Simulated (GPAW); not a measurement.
# InP (F-43m) in GPAW: a series of runs

Aim: see how the results for InP move with the level of theory and the settings. Levels: GLLB-SC, SCAN, WC, mBEEF. Tasks: band structure, equation of state.

All numbers are computed with GPAW 26.7.0; they aren't measurements. Logs are shortened: lines on timing, memory, paths and dates and some standing lists are left out, and cuts for length are marked. The log counts tension as positive stress, the text compression.

**What was measured.**

A printed reference work, data compilation reports, for a bulk crystal of InP: band gap 1.4236 eV (direct) at 1.6 K; bulk modulus 71 GPa.

How close the calculation comes is told below.

## 1. Starting point

It takes space group F-43m (No. 216, cubic). The conventional cell has a = 5.861 Å, b = 5.861 Å, c = 5.861 Å, α = 90.00°, β = 90.00°, γ = 90.00°. In (site symmetry -43m) is surrounded by 4 P at 2.54 Å. P (site symmetry -43m) has 4 In at 2.54 Å as nearest neighbours.

## 2. Band structure, GLLB-SC

Input file run.py:

```python
from ase.dft.bandgap import bandgap
from ase.io import read, write
from gpaw import GPAW, PW

atoms = read('InP.xyz')

calc = GPAW(mode=PW(600),
            xc='GLLBSC',
            kpts={'size': (6, 6, 6), 'gamma': True},
            occupations={'name': 'fermi-dirac', 'width': 0.05},
            nbands=18,
            convergence={'density': 1e-05, 'energy': 1e-05},
            maxiter=150,
            txt='gpaw.txt')
atoms.calc = calc
energy = atoms.get_potential_energy()
calc.write('gs.gpw')
write('result.traj', atoms)
print('Fermi level:', round(calc.get_fermi_level(), 4), 'eV')
print(f'Gap: {bandgap(calc)[0]:.4f} eV, direct: {bandgap(calc, direct=True)[0]:.4f} eV')

path = atoms.cell.bandpath('GXWKGLUWLK,UX', npoints=80, eps=1e-4)
bs_calc = calc.fixed_density(kpts=path, symmetry='off', nbands=30,
                             convergence={'bands': 'CBM+6.0', 'eigenstates': 1e-6}, txt='bands.txt')
bs = bs_calc.band_structure()
bs.write('bs.json')
print(f'Gap on the path: {bandgap(bs_calc)[0]:.4f} eV')

homo, lumo = bs_calc.get_homo_lumo()
response = calc.hamiltonian.xc.response
dxc_pot = response.calculate_discontinuity_potential(homo, lumo)
ks_gap, dxc = bs_calc.hamiltonian.xc.response.calculate_discontinuity(dxc_pot)
print(f'Kohn-Sham gap {ks_gap:.4f} eV, discontinuity {dxc:.4f} eV, gap {ks_gap + dxc:.4f} eV')
```

Input file InP.xyz:

```xyz
2
Lattice="0.0000000000 2.9305000000 2.9305000000 2.9305000000 0.0000000000 2.9305000000 2.9305000000 2.9305000000 0.0000000000" Properties=species:S:1:pos:R:3 pbc="T T T"
In     0.0000000000      0.0000000000      0.0000000000
P      4.3957500000      4.3957500000      4.3957500000
```

Potentials or basis: the program's PAW data sets (release 1.2.1) made for this functional, pw.

On the command line:

```
OMP_NUM_THREADS=1 python run.py
```

gpaw.txt:

```text
___ ___ ___ _ _ _
 |   |   |_  | | | |
 | | | | | . | | | |
 |__ |  _|___|_____|  26.7.0
 |___|_|

Input parameters:
  convergence: {density: 1e-05,
                energy: 1e-05}
  kpts: {gamma: True,
         size: (6, 6, 6)}
  maxiter: 150
  mode: {ecut: 600.0,
         name: pw}
  nbands: 18
  occupations: {name: fermi-dirac,
                width: 0.05}
  xc: GLLBSC

System changes: positions, numbers, cell, pbc, initial_charges, initial_magmoms

Initialize ...

species:
  In:
    name:    Indium
    Z:       49.0
    valence: 13
    core:    36
    charge:  0.0  # [|e|]
    compensation charges:
      type: gauss
      rc: 0.36  # [Å]
      lmax: 2
    cutoffs:
      filter: 2.09  # [Å]
      core: 2.48  # [Å]
    projectors
    | kind |    occ | energy [eV] | rcut [Å] |
    |------|--------|-------------|----------|
    |   5s |  2.000 |      -8.515 |    1.185 |
    |   5p |  1.000 |      -2.998 |    1.244 |
    |   4d | 10.000 |     -19.723 |    1.148 |
    |    s |        |      18.697 |    1.185 |
    |    p |        |      24.213 |    1.244 |
    |    d |        |       7.489 |    1.148 |

    Using partial waves for In as LCAO basis

  P:
    name:    Phosphorus
    Z:       15.0
    valence: 5
    core:    10
    charge:  0.0  # [|e|]
    compensation charges:
      type: gauss
      rc: 0.30  # [Å]
      lmax: 2
    cutoffs:
      filter: 1.69  # [Å]
      core: 1.81  # [Å]
    projectors
    | kind |    occ | energy [eV] | rcut [Å] |
    |------|--------|-------------|----------|
    |   3s |  2.000 |     -16.108 |    0.953 |
    |   3p |  3.000 |      -7.835 |    0.953 |
    |    s |        |      11.103 |    0.953 |
    |    p |        |      19.376 |    0.953 |
    |    d |        |       0.000 |    0.953 |

    Using partial waves for P as LCAO basis

Reference energy: -169188.756046  # eV

Spin-paired calculation

Convergence criteria:
 Maximum [total energy] change in last 3 cyles: 1e-05 eV / valence electron
 Maximum integral of absolute [dens]ity change: 1e-05 electrons / valence electron
 Maximum integral of absolute [eigenst]ate change: 4e-08 eV^2 / valence electron
 Maximum number of scf [iter]ations: 150
 (Square brackets indicate name in SCF output, whereas a 'c' in
 the SCF output indicates the quantity has converged.)

Symmetries present (total): 24

  ( 1  0  0)  ( 1  0  0)  ( 1  0 -1)  ( 1  0 -1)  ( 1 -1  0)  ( 1 -1  0)
  ( 0  1  0)  ( 0  0  1)  ( 0  1 -1)  ( 0  0 -1)  ( 0 -1  1)  ( 0 -1  0)
  ( 0  0  1)  ( 0  1  0)  ( 0  0 -1)  ( 0  1 -1)  ( 0 -1  0)  ( 0 -1  1)

  ( 0  1  0)  ( 0  1  0)  ( 0  1 -1)  ( 0  1 -1)  ( 0  0  1)  ( 0  0  1)
  ( 1  0  0)  ( 0  0  1)  ( 1  0 -1)  ( 0  0 -1)  ( 1  0  0)  ( 0  1  0)
  ( 0  0  1)  ( 1  0  0)  ( 0  0 -1)  ( 1  0 -1)  ( 0  1  0)  ( 1  0  0)

  ( 0  0 -1)  ( 0  0 -1)  ( 0 -1  1)  ( 0 -1  1)  ( 0 -1  0)  ( 0 -1  0)
  ( 1  0 -1)  ( 0  1 -1)  ( 1 -1  0)  ( 0 -1  0)  ( 1 -1  0)  ( 0 -1  1)
  ( 0  1 -1)  ( 1  0 -1)  ( 0 -1  0)  ( 1 -1  0)  ( 0 -1  1)  ( 1 -1  0)

  (-1  1  0)  (-1  1  0)  (-1  0  1)  (-1  0  1)  (-1  0  0)  (-1  0  0)
  (-1  0  1)  (-1  0  0)  (-1  1  0)  (-1  0  0)  (-1  1  0)  (-1  0  1)
  (-1  0  0)  (-1  0  1)  (-1  0  0)  (-1  1  0)  (-1  0  1)  (-1  1  0)

216 k-points: 6 x 6 x 6 Monkhorst-Pack grid + [1/12,1/12,1/12]
16 k-points in the irreducible part of the Brillouin zone
       k-points in crystal coordinates                weights
   0:     0.00000000    0.00000000    0.00000000          1/216
   1:     0.16666667    0.16666667    0.00000000          6/216
   2:     0.16666667    0.16666667    0.16666667          8/216
   3:     0.33333333    0.16666667    0.16666667         12/216
   4:     0.33333333    0.33333333   -0.33333333         12/216
   5:     0.33333333    0.33333333    0.00000000          6/216
   6:     0.33333333    0.33333333    0.16666667         24/216
   7:     0.33333333    0.33333333    0.33333333          8/216
   8:     0.50000000    0.33333333   -0.33333333         24/216
   9:     0.50000000    0.33333333   -0.16666667         12/216
          ...
  15:     0.50000000    0.50000000    0.50000000          4/216

Wave functions: Plane wave expansion
  Cutoff energy: 600.000 eV
  Number of coefficients (min, max): 1668, 1694
  Pulay-stress correction: 0.000000 eV/Ang^3 (de/decut=0.000000)
  Using FFTW library
  ScaLapack parameters: grid=1x1, blocksize=None
  Wavefunction extrapolation:
    Improved wavefunction reuse through dual PAW basis

Occupation numbers: Fermi-Dirac:
  width: 0.0500  # eV

Eigensolver
   Davidson(niter=2)

Densities:
  Coarse grid: 24*24*24 grid
  Fine grid: 48*48*48 grid
  Total Charge: 0.000000

Density mixing:
  Method: separate
  Backend: msr1
  Linear mixing parameter: 0.05
  old densities: 10
  Width of damping distribution: 1.1
  Damping of long wavelength oscillations: 20

Hamiltonian:
  XC and Coulomb potentials evaluated on a 48*48*48 grid
  Using the GLLBSC Exchange-Correlation functional
  External potential:
    NoExternalPotential

XC parameters: GLLBSC functional being used consists of
  -----------------------------------------------------------------------
  | Weight | Module     | Description                                   |
  -----------------------------------------------------------------------
  |  1.000 | SCREENING  | GGA_X_PBE_SOL with 2 nearest neighbor stencil |
  |  1.000 | RESPONSE   | eps=0.0500 eV                                 |
  |  1.000 | XC         | GGA_C_PBE_SOL with 2 nearest neighbor stencil |
  -----------------------------------------------------------------------

Number of atoms: 2
Number of atomic orbitals: 13
Number of bands in calculation: 18
Number of valence electrons: 18
Bands to converge: occupied

... initialized

Initializing position-dependent things.

Density initialized from atomic densities
Creating initial wave functions:
  13 bands from LCAO basis set
  5 bands from random numbers

                     P

       In

Atomic positions and initial magnetic moments

Positions:
   0 In     0.000000    0.000000    0.000000    ( 0.0000,  0.0000,  0.0000)
   1 P      4.395750    4.395750    4.395750    ( 0.0000,  0.0000,  0.0000)

Unit cell:
           periodic     x           y           z      points  spacing
  1. axis:    yes    0.000000    2.930500    2.930500    24     0.1410
  2. axis:    yes    2.930500    0.000000    2.930500    24     0.1410
  3. axis:    yes    2.930500    2.930500    0.000000    24     0.1410

  Lengths:   4.144353   4.144353   4.144353
  Angles:   60.000000  60.000000  60.000000

Effective grid spacing dv^(1/3) = 0.1538

iter:   1   -10.826121
iter:   2   -10.236984   -1.43  -1.00
iter:   3    -9.684971   -2.09  -1.05
iter:   4    -9.455801   -2.06  -1.34
iter:   5    -9.439339   -2.26  -1.56
iter:   6    -9.351695   -2.87  -1.79
iter:   7    -9.335770   -3.98  -2.16
iter:   8    -9.337236   -3.93  -2.21
iter:   9    -9.333866   -4.78  -2.62
iter:  10    -9.332872   -5.51  -3.10
iter:  11    -9.331505   -6.84  -3.89
iter:  12    -9.331710   -7.08  -4.07
iter:  13    -9.331695   -8.52c -5.17c
iter:  14    -9.331609c  -9.00c -5.11c

Converged after 14 iterations.

Dipole moment: (2.676026, 2.676026, 2.676026) |e|*Ang

Energy contributions relative to reference atoms: (reference = -169188.756046)

Kinetic:        +30.050532
Potential:      -27.031170
External:        +0.000000
XC:             -12.519001
Entropy (-ST):   -0.000000
Local:           +0.168030
SIC:             +0.000000
--------------------------
Free energy:     -9.331609
Extrapolated:    -9.331609

GLLBSC response reference energy: 4.17623 eV (from HOMO)

Showing only first 2 kpts
 Kpt  Band  Eigenvalues  Occupancy
  0     7      4.17626    1.99998
  0     8      4.17626    1.99998
  0     9      5.26802    0.00006
  0    10      8.44398    0.00000

  1     7      3.38875    2.00000
  1     8      3.38875    2.00000
  1     9      7.05652    0.00000
  1    10      7.52699    0.00000

Fermi level: 4.74999

Gap: 1.092 eV
Transition (v -> c):
  (s=0, k=0, n=8, [0.00, 0.00, 0.00]) -> (s=0, k=0, n=9, [0.00, 0.00, 0.00])
No difference between direct/indirect transitions
Writing to gs.gpw (mode='')
```

Run time: 54 s. Hardware: 1 thread of Arm Neoverse V1, shared host; peak memory 0.27 GiB.

Results:

```
Band gap on the k mesh with the derivative discontinuity : 1.54 eV
Band gap of the Kohn-Sham levels                         : 1.09 eV
Derivative discontinuity                                 : 0.45 eV
```

Levels at the corners of the path, in eV from the valence-band top:
```
point  band 5  band 6  band 7  band 8  band 9  band 10  band 11  band 12  band 13  band 14
    Γ  -14.44  -11.41    0.00    0.00    0.00     1.09     4.27     4.27     4.27     8.80
    X  -14.41   -9.08   -5.61   -2.27   -2.27     2.03     2.41     9.47     9.84     9.84
    W  -14.43   -9.01   -5.45   -2.90   -2.82     4.48     4.53     5.84     6.33    10.50
    K  -14.43   -9.10   -5.46   -3.22   -1.89     2.57     4.56     7.69     7.70     8.58
    Γ  -14.44  -11.41    0.00    0.00    0.00     1.09     4.27     4.27     4.27     8.80
    L  -14.43   -9.73   -5.59   -0.95   -0.95     1.75     4.98     4.98     7.42     9.70
    U  -14.43   -9.10   -5.46   -3.22   -1.89     2.57     4.56     7.69     7.70     8.58
    W  -14.43   -9.01   -5.45   -2.90   -2.82     4.48     4.53     5.84     6.33    10.50
    L  -14.43   -9.73   -5.59   -0.95   -0.95     1.75     4.98     4.98     7.42     9.70
    K  -14.43   -9.10   -5.46   -3.22   -1.89     2.57     4.56     7.69     7.70     8.58
    U  -14.43   -9.10   -5.46   -3.22   -1.89     2.57     4.56     7.69     7.70     8.58
    X  -14.41   -9.08   -5.61   -2.27   -2.27     2.03     2.41     9.47     9.84     9.84
```

Caveat: the GLLB-SC gap is the Kohn-Sham gap of the path plus the derivative discontinuity; a model potential gives levels but no total energy; spin-orbit coupling is left out, which moves the levels of the heavy elements.

## 3. Equation of state, SCAN

Input file run.py:

```python
from ase.eos import EquationOfState
from ase.io import Trajectory, read
from ase.units import GPa
from gpaw import GPAW, PW

atoms = read('InP.cif')

traj = Trajectory('eos.traj', 'w')
volumes, energies = [], []
for x in [0.94, 0.96, 0.98, 1.0, 1.02, 1.04, 1.06]:
    a = atoms.copy()
    a.set_cell(atoms.cell * x**(1 / 3), scale_atoms=True)
    calc = GPAW(mode=PW(600),
                xc='MGGA_X_SCAN+MGGA_C_SCAN',
                kpts={'size': (6, 6, 6), 'gamma': True},
                occupations={'name': 'fermi-dirac', 'width': 0.05},
                nbands=18,
                convergence={'density': 1e-05, 'energy': 1e-05},
                maxiter=150,
                txt=f'eos-{x:.2f}.txt')
    a.calc = calc
    energies.append(a.get_potential_energy(force_consistent=True))
    volumes.append(a.get_volume())
    p = -a.get_stress()[:3].mean() / GPa
    calc.write(f'eos-{x:.2f}.gpw')
    traj.write(a)
    print(f'{x:.2f} {volumes[-1]:10.4f} A^3 {energies[-1]:14.6f} eV {p:9.3f} GPa', flush=True)

v0, e0, B = EquationOfState(volumes, energies, eos='birchmurnaghan').fit()
print(f'V0 = {v0:.4f} A^3, E0 = {e0:.6f} eV, B0 = {B / GPa:.2f} GPa')
```

Input file InP.cif:

```cif
data_InP
_cell_length_a 4.14435284
_cell_length_b 4.14435284
_cell_length_c 4.14435284
_cell_angle_alpha 60.00000000
_cell_angle_beta 60.00000000
_cell_angle_gamma 60.00000000
_space_group_name_H-M_alt 'P1'
_space_group_name_Hall 'P 1'
_space_group_IT_number 1
loop_
_space_group_symop_operation_xyz
'x,y,z'
loop_
_atom_site_label
_atom_site_type_symbol
_atom_site_symmetry_multiplicity
_atom_site_Wyckoff_symbol
_atom_site_fract_x
_atom_site_fract_y
_atom_site_fract_z
_atom_site_occupancy
In1 In 1 a 0.0000000000 0.0000000000 0.0000000000 1
P1 P 1 a 0.7500000000 0.7500000000 0.7500000000 1
```

Potentials or basis: GPAW PAW data sets (gpaw-data 1.2.1), pw.

On the command line:

```
OMP_NUM_THREADS=1 python run.py
```

It took 4 min on 1 thread of Arm Neoverse V1, shared host; peak memory 0.82 GiB.

Results (log left out):

| Item | Value |
| --- | --- |
| Equilibrium volume | 25.50 Å³/atom (rough: see the caveat) |
| Bulk modulus | 69 GPa (rough) |

Energy against volume, from the lowest point:
```tsv
volume (Å³/atom)	energy (meV/atom)
23.657	32.76
24.160	16.52
24.663	6.00
25.167	0.67
25.670	0.00
26.173	3.47
26.677	10.64
```

Caveat: the points scatter about the fit; the PAW data sets were made with another functional, which shifts forces and pressure a little.

## 4. Equation of state, WC

Edit run.py of step 3 so:

```diff
@@ -3,5 +3,7 @@
 from ase.units import GPa
-from gpaw import GPAW, PW
+from gpaw import GPAW, PW, setup_paths
 
-atoms = read('InP.cif')
+setup_paths.insert(0, '.')
+
+atoms = read('POSCAR')
 
@@ -13,3 +15,3 @@
     calc = GPAW(mode=PW(600),
-                xc='MGGA_X_SCAN+MGGA_C_SCAN',
+                xc='WC',
                 kpts={'size': (6, 6, 6), 'gamma': True},
```

Input file POSCAR:

```
InP
1.0
    0.0000000000      2.9305000000      2.9305000000
    2.9305000000      0.0000000000      2.9305000000
    2.9305000000      2.9305000000      0.0000000000
In P
1 1
Direct
    0.0000000000      0.0000000000      0.0000000000
    0.7500000000      0.7500000000      0.7500000000
```

Potentials or basis: PAW data sets generated in the run's folder for this functional, pw.

On the command line:

```
gpaw-setup -f WC In P
OMP_NUM_THREADS=1 python run.py
```

It took 71 s on 1 thread of Arm Neoverse V1, shared host; peak memory 0.23 GiB.

It converged, with:

- Equilibrium volume: 25.33 Å³/atom
- Bulk modulus: 68 GPa
- Pressure derivative of the bulk modulus: 4.7

Energy against volume, from the lowest point:
```csv
volume (Å³/atom),energy (meV/atom)
23.657,26.24
24.160,12.21
24.663,3.65
25.167,0.00
25.670,0.75
26.173,5.41
26.677,13.55
```

(Part 1 of 2 ends here.)
